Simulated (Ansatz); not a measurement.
The system is ZnF2.

```
Zn F
1.0
     4.70480    0.00000    0.00000
     0.00000    4.70480    0.00000
     0.00000    0.00000    3.13380
Zn F
2 4
Direct
  0.50000 0.50000 0.50000
  0.00000 0.00000 0.00000
  0.80240 0.19760 0.50000
  0.69760 0.69760 0.00000
  0.19760 0.80240 0.50000
  0.30240 0.30240 0.00000
```

Base run:

* Program: Ansatz 0.2.0
* Functional: PBE
* Potentials or basis: Ansatz PAW
* Cutoff: 420 eV (not typed: the program's choice for these potentials)
* k mesh: 6 × 6 × 9
* Occupations: fermi-dirac, width 0.05 eV
* Spin: no spin polarisation

Its results: band gap on the k mesh 3.55 eV, direct; pressure 5.9 GPa; largest force 0.019 eV/Å.

**Question.** The run is repeated on the same cell with these changes: functional from PBE to r2SCAN; cutoff from 420 eV (not typed: the program's choice for these potentials) to 500 eV (not typed: the program's choice for these potentials). What comes out?

**Answer.** Band gap on the k mesh 4.25 eV, direct; pressure -0.4 GPa; largest force 0.049 eV/Å.

r2SCAN gives the wider gap, since meta-GGAs in the generalised Kohn-Sham scheme recover part of the derivative discontinuity.

Caveats: the PAW data sets come from PBE, with cores solved anew for the run's functional, which leaves a small shift of forces and pressure (some runs).
